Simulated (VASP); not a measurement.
# CaS (Fm-3m) in VASP: notebook

The runs below take CaS through single point, relaxation of cell and atoms, with r2SCAN.

Program: VASP 6.6.1. These are calculated values, not measurements. Logs are shortened: lines on timing, memory, paths and dates and some standing lists are left out, and cuts for length are marked.

## 1. The structure

Symmetry: Fm-3m, No. 225, cubic system. Conventional cell: a = 5.696 Å, b = 5.696 Å, c = 5.696 Å, α = 90.00°, β = 90.00°, γ = 90.00°. Ca (site symmetry m-3m) is surrounded by 6 S at 2.85 Å. S (site symmetry m-3m) is surrounded by 6 Ca at 2.85 Å.

The cell comes from a database or a generator and needn't be the stable form of this composition.

## 2. Single point, r2SCAN

Contents of POSCAR:

```
CaS
1.0
    0.0000000000      2.8478878641      2.8478878641
    2.8478878641      0.0000000000      2.8478878641
    2.8478878641      2.8478878641      0.0000000000
Ca S
1 1
Direct
    0.0000000000      0.0000000000      0.0000000000
    0.5000000000      0.5000000000      0.5000000000
```

Contents of INCAR.step1:

```
PREC = Accurate ; ENCUT = 520
ISMEAR = 0 ; SIGMA = 0.02
LREAL = False ; LASPH = True
NELM = 100 ; NBANDS = 15
GGA = PE ; ALGO = Normal
EDIFF = 1E-4 ; LWAVE = True
LCHARG = False
```

Contents of INCAR.step2:

```
PREC = Accurate ; ENCUT = 520
EDIFF = 1E-7 ; ISMEAR = 0
SIGMA = 0.02 ; LREAL = False
LASPH = True ; NELM = 100
ALGO = Normal ; ISIF = 2
LWAVE = False ; LCHARG = False
METAGGA = R2SCAN ; LMIXTAU = True
NBANDS = 15 ; ISTART = 1
```

Contents of KPOINTS:

```
Automatic mesh
0
Gamma
  8 8 8
```

Potentials or basis: VASP PAW PBE potentials, release 64 (Ca_sv, S).

Started as:

```
$ cat potpaw_PBE.64/Ca_sv/POTCAR potpaw_PBE.64/S/POTCAR > POTCAR
$ cp INCAR.step1 INCAR
$ mpirun -np 1 vasp_std > vasp.out
$ cp INCAR.step2 INCAR
$ mpirun -np 1 vasp_std > vasp.out
```

OUTCAR:

```text
PREC = Accurate
   ENCUT = 520
   EDIFF = 1E-7
   ISMEAR = 0
   LREAL = False
   LASPH = True
   NELM = 100
   ISIF = 2
   METAGGA = R2SCAN
   ISTART = 1

 ion  position               nearest neighbor table
   1  0.000  0.000  0.000-   2 2.85   2 2.85   2 2.85   2 2.85   2 2.85   2 2.85
   2  0.500  0.500  0.500-   1 2.85   1 2.85   1 2.85   1 2.85   1 2.85   1 2.85

  LATTYP: Found a face centered cubic cell.
 ALAT       =     5.6957757282

  Lattice vectors:

 A1 = (   0.0000000000,   2.8478878641,   2.8478878641)
 A2 = (   2.8478878641,   0.0000000000,   2.8478878641)
 A3 = (   2.8478878641,   2.8478878641,   0.0000000000)

Analysis of symmetry for initial positions (statically):
=====================================================================
 Subroutine PRICEL returns:
 Original cell was already a primitive cell.

 Routine SETGRP: Setting up the symmetry group for a
 face centered cubic supercell.

 Subroutine GETGRP returns: Found 48 space group operations
 (whereof 48 operations were pure point group operations)
 out of a pool of 48 trial point group operations.

The static configuration has the point symmetry O_h .

Analysis of symmetry for dynamics (positions and initial velocities):
=====================================================================
 Subroutine PRICEL returns:
 Original cell was already a primitive cell.

 Routine SETGRP: Setting up the symmetry group for a
 face centered cubic supercell.

 Subroutine GETGRP returns: Found 48 space group operations
 (whereof 48 operations were pure point group operations)
 out of a pool of 48 trial point group operations.

The dynamic configuration has the point symmetry O_h .

 Subroutine INISYM returns: Found 48 space group operations
 (whereof 48 operations are pure point group operations),
 and found     1 'primitive' translations

----------------------------------------------------------------------------------------

                                     Primitive cell

  volume of cell :      46.1954

  direct lattice vectors                    reciprocal lattice vectors
     0.000000000  2.847887864  2.847887864    -0.175568711  0.175568711  0.175568711
     2.847887864  0.000000000  2.847887864     0.175568711 -0.175568711  0.175568711
     2.847887864  2.847887864  0.000000000     0.175568711  0.175568711 -0.175568711

  length of vectors
     4.027521642  4.027521642  4.027521642     0.304093927  0.304093927  0.304093927

  position of ions in fractional coordinates (direct lattice)
     0.000000000  0.000000000  0.000000000
     0.500000000  0.500000000  0.500000000

  ion indices of the primitive-cell ions
   primitive index   ion index
                 1           1
                 2           2
[... 88 lines left out ...]
   EFERMI_NEDOS =   21; number of points for ismear=-14 and -15
   IALGO  =     38    algorithm
   IMIX   =      4    mixing-type and parameters
     AMIX     =   0.40;   BMIX     =  1.00
     AMIX_MAG =   1.60;   BMIX_MAG =  1.00
  volume/ion in A,a.u.               =      23.10       155.87
  Fermi-wavevector in a.u.,A,eV,Ry     =   1.149693  2.172605 17.984104  1.321794
  Thomas-Fermi vector in A             =   2.286361
   LORBIT       =      0    0 simple, 1 ext, 2 COOP (PROOUT), +10 PAW based schemes
   METAGGA = R2SCAN    functional components
   LHFCALC =     F    Hartree Fock is set to
   AEXX    =    0.0000 exact exchange contribution
   IVDW    =     0    specifies the selected vdW correction
   LEPSILON=     F    determine dielectric tensor
   LRPA    =     F    only Hartree local field effects (RPA)
 non-spin polarized calculation
 Gauss-broadening in eV      SIGMA  =   0.02
  energy-cutoff  :      520.00
  volume of cell :       46.20
 maximum number of plane-waves:      1265
 NGX is ok and might be reduce to    30
   NGX = 15   NGY = 15   NGZ = 15

 number of electron      16.0000004 magnetization

 Free energy of the ion-electron system (eV)
  ---------------------------------------------------
  ext. energy  EPLUGINS =         0.00000000
  ---------------------------------------------------
  free energy    TOTEN  =       -19.94161392 eV

  energy without entropy =      -19.94161392  energy(sigma->0) =      -19.94161392

 E-fermi :   2.5940     XC(G=0):  -9.7807

 val. band max:        2.4849854558   @ k =   0.0000   0.0000   0.0000
 cond. band min:       5.2890635783   @ k =   0.5000   0.5000   0.0000
 fundamental gap:      2.8040781226
 Fermi energy:         2.5940365806

 k-point     1 :       0.0000    0.0000    0.0000
  band No.  band energies     occupation
      1     -38.2360      2.00000
      2     -18.3360      2.00000
      3     -18.3360      2.00000
      4     -18.3359      2.00000
      5      -9.3083      2.00000
      6       2.4850      2.00000
      7       2.4850      2.00000
      8       2.4850      2.00000
      9       7.1578      0.00000
     10       7.1578      0.00000
     11       7.1578      0.00000
     12       7.4072      0.00000
     13       7.7943      0.00000
     14       7.7943      0.00000
[... 401 lines left out ...]
      2     -18.4741      2.00000
      3     -18.3847      2.00000
      4     -18.3615      2.00000
      5      -8.5128      2.00000
      6      -0.1530      2.00000
      7       0.9811      2.00000
      8       1.3119      2.00000
      9       8.0207      0.00000
     10       8.3577      0.00000
     11       9.5478      0.00000
     12       9.8933      0.00000
     13      10.1700      0.00000
     14      11.1388      0.00000
     15      12.5557      0.00000

 [... further k-points ...]

------------------------ aborting loop because EDIFF is reached ----------------------------------------

  FORCE on cell =-STRESS in cart. coord.  units (eV):
  Direction    XX          YY          ZZ          XY          YZ          ZX
  --------------------------------------------------------------------------------------
  -------------------------------------------------------------------------------------
  Total        0.0833774      0.0833774      0.0833774     -0.0000000     -0.0000000      0.0000000
  in kB        2.8917462      2.8917462      2.8917462     -0.0000000     -0.0000000      0.0000000
  external PRESSURE =       2.8917462 kB  Pullay stress =       0.0000000 kB

 VOLUME and BASIS-vectors are now :
 -----------------------------------------------------------------------------
  energy-cutoff  :      520.00
  volume of cell :       46.20
      direct lattice vectors                 reciprocal lattice vectors
     0.000000000  2.847887864  2.847887864    -0.175568711  0.175568711  0.175568711
     2.847887864  0.000000000  2.847887864     0.175568711 -0.175568711  0.175568711
     2.847887864  2.847887864  0.000000000     0.175568711  0.175568711 -0.175568711

 POSITION                                       TOTAL-FORCE (eV/Angst)
 -----------------------------------------------------------------------------------
      0.00000      0.00000      0.00000         0.000000     -0.000000      0.000000
      2.84789      2.84789      2.84789        -0.000000      0.000000     -0.000000
 -----------------------------------------------------------------------------------
    total drift:                               -0.000000      0.000000      0.000000

  FREE ENERGIE OF THE ION-ELECTRON SYSTEM (eV)
  ---------------------------------------------------
  free  energy   TOTEN  =       -19.9416139154 eV

  energy  without entropy=      -19.9416139154  energy(sigma->0) =      -19.94161392
```

It took 48 s on 1 thread of Intel Xeon 6975P-C (Granite Rapids), shared host; peak memory 0.18 GiB.

What came out:

| Property | Result |
| --- | --- |
| Free energy | -19.9416 eV |
| Pressure | 0.3 GPa |
| Band gap on the k mesh | 2.80 eV, indirect (least direct gap 3.63 eV) |

Levels at points of the mesh, in eV from the valence-band top:
```csv
k point,band 4,band 5,band 6,band 7,band 8,band 9,band 10,band 11,band 12,band 13
"(0.00, 0.00, 0.00)",-20.82,-11.79,0.00,0.00,0.00,4.67,4.67,4.67,4.92,5.31
"(0.50, 0.00, 0.00)",-20.83,-10.96,-3.10,-1.16,-1.16,5.79,6.68,6.82,6.82,8.82
"(0.50, 0.50, 0.00)",-20.87,-11.15,-2.31,-0.83,-0.82,2.80,6.18,6.77,7.41,7.41
```

Caveat: the PAW data sets were made with another functional, which shifts forces and pressure a little. r2SCAN opens gaps a little over a GGA but as a rule still falls short of measured ones.

(Continued in part 2 of 2.)
